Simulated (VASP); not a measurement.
# ZnS (P6_3mc) in VASP: further runs, part 2 of 2

VASP 6.6.1. Earlier steps stand in the parts before.

### Step 3. Single point, PBE (strained and moved within a subgroup)

The input, INCAR:

```
SYSTEM = ZnS
  PREC = Accurate
  ENCUT = 520
  EDIFF = 1E-6
  ISMEAR = 0
  SIGMA = 0.02
  LREAL = .False.
  LASPH = .True.
  NELM = 100
  ALGO = Fast
  ISIF = 2
  LWAVE = .False.
  LCHARG = .False.
  GGA = PE
  NBANDS = 26
```

The input, KPOINTS:

```
regular mesh
0
Gamma
  9 9 6
  0 0 0
```

The input, POSCAR:

```
ZnS
1.0
    4.0289116919      0.0187501140      0.0407014670
   -1.9982177709      3.4610514264      0.0000128688
    0.0665791200      0.0384637800      6.3857979000
Zn S
2 2
Direct
    0.3303344547      0.6651672274     -0.0021042098
    0.6871734115      0.3435867057      0.5119761273
    0.3223259708      0.6611629854      0.3780945004
    0.6601661630      0.3300830814      0.8820335821
```

Potentials or basis: VASP PAW PBE potentials, release 64 (Zn, S).

Command:

```sh
cat potpaw_PBE.64/Zn/POTCAR potpaw_PBE.64/S/POTCAR > POTCAR
mpirun -np 1 vasp_std > vasp.out
```

OUTCAR:

```text
SYSTEM = ZnS
   PREC = Accurate
   ENCUT = 520
   EDIFF = 1E-6
   ISMEAR = 0
   LREAL = .False.
   LASPH = .True.
   NELM = 100
   ISIF = 2
   GGA = PE

 ion  position               nearest neighbor table
   1  0.330  0.665  0.998-   4 2.41   4 2.41   3 2.43   4 2.48
   2  0.687  0.344  0.512-   3 2.36   4 2.36   3 2.53   3 2.53
   3  0.322  0.661  0.378-   2 2.36   1 2.43   2 2.53   2 2.53
   4  0.660  0.330  0.882-   2 2.36   1 2.41   1 2.41   1 2.48

  LATTYP: Found a base centered monoclinic cell.
 ALAT       =     6.9975218753
 B/A-ratio  =     0.5711260952
 C/A-ratio  =     0.9126460650
 COS(beta)  =    -0.0236733709

  Lattice vectors:

 A1 = (  -4.0289116919,  -0.0187501140,  -0.0407014670)
 A2 = (  -2.0306939210,  -3.4798015404,  -0.0407143358)
 A3 = (   0.0665791200,   0.0384637800,   6.3857979000)

Analysis of symmetry for initial positions (statically):
=====================================================================
 Subroutine PRICEL returns:
 Original cell was already a primitive cell.

 Routine SETGRP: Setting up the symmetry group for a
 base centered monoclinic supercell.

 Subroutine GETGRP returns: Found  2 space group operations
 (whereof  2 operations were pure point group operations)
 out of a pool of  4 trial point group operations.

The static configuration has the point symmetry C_1h.

Analysis of symmetry for dynamics (positions and initial velocities):
=====================================================================
 Subroutine PRICEL returns:
 Original cell was already a primitive cell.

 Routine SETGRP: Setting up the symmetry group for a
 base centered monoclinic supercell.

 Subroutine GETGRP returns: Found  2 space group operations
 (whereof  2 operations were pure point group operations)
 out of a pool of  4 trial point group operations.

The dynamic configuration has the point symmetry C_1h.

 Subroutine INISYM returns: Found  2 space group operations
 (whereof  2 operations are pure point group operations),
[... 122 lines left out ...]
  Fermi-wavevector in a.u.,A,eV,Ry     =   1.209494  2.285613 19.903644  1.462877
  Thomas-Fermi vector in A             =   2.345070
   LORBIT       =      0    0 simple, 1 ext, 2 COOP (PROOUT), +10 PAW based schemes
   GGA     = PE    functional components
   LHFCALC =     F    Hartree Fock is set to
   AEXX    =    0.0000 exact exchange contribution
   IVDW    =     0    specifies the selected vdW correction
   LEPSILON=     F    determine dielectric tensor
   LRPA    =     F    only Hartree local field effects (RPA)
 non-spin polarized calculation
 RMM-DIIS sequential band-by-band and
 Gauss-broadening in eV      SIGMA  =   0.02
  energy-cutoff  :      520.00
  volume of cell :       89.27
 maximum number of plane-waves:      2434
 NGX is ok and might be reduce to    30
   NGX = 15   NGY = 15   NGZ = 23

 number of electron      36.0000010 magnetization

 Free energy of the ion-electron system (eV)
  ---------------------------------------------------
  ext. energy  EPLUGINS =         0.00000000
  ---------------------------------------------------
  free energy    TOTEN  =       -13.48101750 eV

  energy without entropy =      -13.48101750  energy(sigma->0) =      -13.48101750

 E-fermi :   1.2209     XC(G=0):  -9.0532

 val. band max:        1.1323580752   @ k =   0.0000   0.0000   0.0000
 cond. band min:       2.7046025508   @ k =   0.0000   0.0000   0.0000
 fundamental gap:      1.5722444757
 Fermi energy:         1.2209354325

 k-point     1 :       0.0000    0.0000    0.0000
  band No.  band energies     occupation
      1     -11.3742      2.00000
      2     -10.5171      2.00000
      3      -4.9564      2.00000
      4      -4.9494      2.00000
      5      -4.9109      2.00000
      6      -4.7879      2.00000
[... 685 lines left out ...]
     25       9.8442      0.00000
     26      10.1132      0.00000

 [... further k-points ...]

------------------------ aborting loop because EDIFF is reached ----------------------------------------

  FORCE on cell =-STRESS in cart. coord.  units (eV):
  Direction    XX          YY          ZZ          XY          YZ          ZX
  --------------------------------------------------------------------------------------
  -------------------------------------------------------------------------------------
  Total       -3.3556756     -3.2817260     -1.8972638     -0.0641064     -0.2872054     -0.4974154
  in kB      -60.2247623    -58.8975782    -34.0504483     -1.1505260     -5.1545132     -8.9271820
  external PRESSURE =     -51.0575963 kB  Pullay stress =       0.0000000 kB

 VOLUME and BASIS-vectors are now :
 -----------------------------------------------------------------------------
  energy-cutoff  :      520.00
  volume of cell :       89.27
      direct lattice vectors                 reciprocal lattice vectors
     4.028911692  0.018750114  0.040701467     0.247575551  0.142936307 -0.003442206
    -1.998217771  3.461051426  0.000012869    -0.001323694  0.288165320 -0.001721914
     0.066579120  0.038463780  6.385797900    -0.001577982 -0.000911621  0.156619445

 POSITION                                       TOTAL-FORCE (eV/Angst)
 -----------------------------------------------------------------------------------
      0.06818      2.34675      6.38581        -0.097136     -0.056081      0.231630
      2.11609      1.22175      3.29735        -0.337319     -0.194755     -0.383471
      0.00265      2.30891      2.42756         0.329758      0.190388      0.114283
      2.05890      1.18874      5.65936         0.104698      0.060448      0.037558
 -----------------------------------------------------------------------------------
    total drift:                                0.000394     -0.000201     -0.000811

  FREE ENERGIE OF THE ION-ELECTRON SYSTEM (eV)
  ---------------------------------------------------
  free  energy   TOTEN  =       -13.4810174977 eV

  energy  without entropy=      -13.4810174977  energy(sigma->0) =      -13.48101750
```

OSZICAR:

```text
N       E                     dE             d eps       ncg     rms          rms(c)
DAV:   1     0.239147047985E+03    0.23915E+03   -0.16896E+04  7280   0.160E+03
DAV:   2     0.100533559980E+02   -0.22909E+03   -0.21932E+03  7592   0.339E+02
DAV:   3    -0.137911169762E+02   -0.23844E+02   -0.23596E+02  8664   0.108E+02
DAV:   4    -0.143658270021E+02   -0.57471E+00   -0.57340E+00  8518   0.171E+01
DAV:   5    -0.143749346571E+02   -0.91077E-02   -0.91054E-02  8804   0.208E+00    0.797E+00
RMM:   6    -0.135213743812E+02    0.85356E+00   -0.19241E+00  8119   0.990E+00    0.652E+00
RMM:   7    -0.134782292553E+02    0.43145E-01   -0.52239E-01  8473   0.520E+00    0.298E+00
RMM:   8    -0.134813747358E+02   -0.31455E-02   -0.86555E-02  9416   0.192E+00    0.123E+00
RMM:   9    -0.134802958788E+02    0.10789E-02   -0.22458E-02  8420   0.140E+00    0.290E-01
RMM:  10    -0.134807423848E+02   -0.44651E-03   -0.76078E-03  9290   0.690E-01    0.164E-01
RMM:  11    -0.134809162448E+02   -0.17386E-03   -0.24868E-03  8198   0.440E-01    0.710E-02
RMM:  12    -0.134809986315E+02   -0.82387E-04   -0.93323E-04  9483   0.193E-01    0.493E-02
RMM:  13    -0.134810118808E+02   -0.13249E-04   -0.14591E-04  9626   0.917E-02    0.426E-02
RMM:  14    -0.134810193809E+02   -0.75001E-05   -0.65619E-05  9046   0.477E-02    0.293E-02
RMM:  15    -0.134810176196E+02    0.17613E-05   -0.10058E-05  8616   0.280E-02    0.177E-02
RMM:  16    -0.134810174977E+02    0.12188E-06   -0.28701E-06  6313   0.113E-02
   1 F= -.13481017E+02 E0= -.13481017E+02  d E =-.703378E-13
```

It took 3.6 min on 1 thread of Intel Xeon Platinum 8488C (Sapphire Rapids), shared host; peak memory 0.39 GiB.

Results:

```
Free energy            : -13.4810 eV
Pressure               : -5.1 GPa
Largest force          : 0.547 eV/Å
Band gap on the k mesh : 1.57 eV, direct
```

Forces in eV/Å, atoms in the order of the input:
```
Zn  -0.097 -0.056  0.232
Zn  -0.337 -0.195 -0.383
S    0.330  0.190  0.114
S    0.105  0.060  0.038
```

Stress tensor (GPa, compression positive):
```
-6.02 -0.12 -0.89
-0.12 -5.89 -0.52
-0.89 -0.52 -3.41
```

Caveat: an odd mesh through Γ misses points on the zone boundary, where band edges often lie.

### Step 4. Single point, PBE

The input, INCAR:

```
SYSTEM = ZnS
ALGO = Fast ; EDIFF = 1E-6
ENCUT = 520 ; GGA = PE
ISIF = 2 ; ISMEAR = 0
LASPH = .TRUE. ; LCHARG = .FALSE.
LREAL = .FALSE. ; LWAVE = .FALSE.
NBANDS = 26 ; NELM = 100
PREC = Accurate ; SIGMA = 0.1
```

The input, KPOINTS:

```
k-points
0
G
  6 6 4
  0 0 0
```

The input, POSCAR:

```
ZnS
1.0
    3.8109987816      0.0000000000      0.0000000000
   -1.9054993908      3.3004217586      0.0000000000
    0.0000000000      0.0000000000      6.2340000000
Zn S
2 2
Direct
    0.3333333333      0.6666666667      0.0000000000
    0.6666666667      0.3333333333      0.5000000000
    0.3333333333      0.6666666667      0.3850000000
    0.6666666667      0.3333333333      0.8850000000
```

Potentials or basis: VASP PAW PBE potentials, release 64 (Zn, S).

Command:

```sh
cat potpaw_PBE.64/Zn/POTCAR potpaw_PBE.64/S/POTCAR > POTCAR
mpirun -np 1 vasp_std > vasp.out
```

OUTCAR:

```text
SYSTEM = ZnS
   EDIFF = 1E-6
   ENCUT = 520
   GGA = PE
   ISIF = 2
   ISMEAR = 0
   LASPH = .TRUE.
   LREAL = .FALSE.
   NELM = 100
   PREC = Accurate

 ion  position               nearest neighbor table
   1  0.333  0.667  0.000-   4 2.31   4 2.31   4 2.31   3 2.40
   2  0.667  0.333  0.500-   3 2.31   3 2.31   3 2.31   4 2.40
   3  0.333  0.667  0.385-   2 2.31   2 2.31   2 2.31   1 2.40
   4  0.667  0.333  0.885-   1 2.31   1 2.31   1 2.31   2 2.40

  LATTYP: Found a hexagonal cell.
[... 804 lines left out ...]

  FORCE on cell =-STRESS in cart. coord.  units (eV):
  Direction    XX          YY          ZZ          XY          YZ          ZX
  --------------------------------------------------------------------------------------
  -------------------------------------------------------------------------------------
  Total        1.7705465      1.7705465      0.7447756      0.0000000      0.0000000      0.0000000
  in kB       36.1778590     36.1778590     15.2181193      0.0000000      0.0000000      0.0000000
  external PRESSURE =      29.1912791 kB  Pullay stress =       0.0000000 kB

 VOLUME and BASIS-vectors are now :
 -----------------------------------------------------------------------------
  energy-cutoff  :      520.00
  volume of cell :       78.41
      direct lattice vectors                 reciprocal lattice vectors
     3.810998782  0.000000000  0.000000000     0.262398405  0.151495789  0.000000000
    -1.905499391  3.300421759  0.000000000     0.000000000  0.302991579  0.000000000
     0.000000000  0.000000000  6.234000000     0.000000000  0.000000000  0.160410651

 POSITION                                       TOTAL-FORCE (eV/Angst)
 -----------------------------------------------------------------------------------
     -0.00000      2.20028      0.00000        -0.000000      0.000000      0.323944
      1.90550      1.10014      3.11700         0.000000     -0.000000      0.323944
     -0.00000      2.20028      2.40009         0.000000     -0.000000     -0.323944
      1.90550      1.10014      5.51709         0.000000     -0.000000     -0.323944
 -----------------------------------------------------------------------------------
    total drift:                               -0.000000     -0.000000      0.000729

  FREE ENERGIE OF THE ION-ELECTRON SYSTEM (eV)
  ---------------------------------------------------
  free  energy   TOTEN  =       -13.6507586025 eV

  energy  without entropy=      -13.6507586025  energy(sigma->0) =      -13.65075860
```

OSZICAR:

```text
N       E                     dE             d eps       ncg     rms          rms(c)
DAV:   1     0.242639406491E+03    0.24264E+03   -0.17167E+04  1092   0.167E+03
DAV:   2     0.968664104450E+01   -0.23295E+03   -0.22339E+03  1140   0.349E+02
DAV:   3    -0.139364118888E+02   -0.23623E+02   -0.23369E+02  1294   0.111E+02
DAV:   4    -0.145027952062E+02   -0.56638E+00   -0.56521E+00  1282   0.174E+01
DAV:   5    -0.145112560755E+02   -0.84609E-02   -0.84591E-02  1312   0.206E+00    0.992E+00
RMM:   6    -0.136984471174E+02    0.81281E+00   -0.19559E+00  1232   0.106E+01    0.792E+00
RMM:   7    -0.136476787292E+02    0.50768E-01   -0.62926E-01  1257   0.593E+00    0.325E+00
RMM:   8    -0.136539426557E+02   -0.62639E-02   -0.12390E-01  1397   0.239E+00    0.132E+00
RMM:   9    -0.136501810736E+02    0.37616E-02   -0.27980E-02  1230   0.153E+00    0.360E-01
RMM:  10    -0.136504095282E+02   -0.22845E-03   -0.80828E-03  1363   0.761E-01    0.152E-01
RMM:  11    -0.136507025146E+02   -0.29299E-03   -0.27374E-03  1317   0.382E-01    0.196E-01
RMM:  12    -0.136507461812E+02   -0.43667E-04   -0.60222E-04  1343   0.156E-01    0.539E-02
RMM:  13    -0.136507569375E+02   -0.10756E-04   -0.95864E-05  1456   0.683E-02    0.756E-02
RMM:  14    -0.136507589801E+02   -0.20427E-05   -0.27033E-05  1228   0.301E-02    0.807E-02
RMM:  15    -0.136507586025E+02    0.37762E-06   -0.54660E-06  1027   0.150E-02
   1 F= -.13650759E+02 E0= -.13650759E+02  d E =-.618889E-12
```

Wall time 29 s (1 thread of Intel Xeon Platinum 8488C (Sapphire Rapids), shared host); peak memory 0.19 GiB.

What came out:

```yaml
Free_energy: -13.6508 eV
Pressure: 2.9 GPa
Largest_force: 0.324 eV/Å
Band_gap_on_the_k_mesh: 2.25 eV, direct
```

Forces in eV/Å, atoms in the order of the input:
```
Zn   0.000  0.000  0.324
Zn   0.000  0.000  0.324
S    0.000  0.000 -0.324
S    0.000  0.000 -0.324
```

### Step 5. Overview

```tsv
cell	k mesh	smearing	gap on the mesh (eV)	pressure (GPa)	largest force (eV/Å)
strained and moved within the space group	9 × 9 × 6	gaussian 0.02 eV	1.73	-3.1	0.30
strained and moved within a subgroup	9 × 9 × 6	gaussian 0.02 eV	1.57	-5.1	0.55
as given	6 × 6 × 4	gaussian 0.1 eV	2.25	2.9	0.32
```

Alike in all rows: task single point; level PBE; potentials or basis VASP PAW PBE potentials, release 64 (Zn, S); no spin polarisation; cutoff (eV) 520.

Caveats: an odd mesh through Γ misses points on the zone boundary, where band edges often lie (some runs).

Total energies depend on the potentials used, so only differences within one code and one set of settings carry meaning.

### Step 6. Against experiment

Step 4. A measured gap of ZnS is 3.911 eV (direct; 4 K; a printed reference work, monograph); the calculated 2.25 eV misses it by -1.66 eV. The value is that of PBE, without temperature or zero-point motion. Semilocal functionals fall short of measured gaps as a rule.
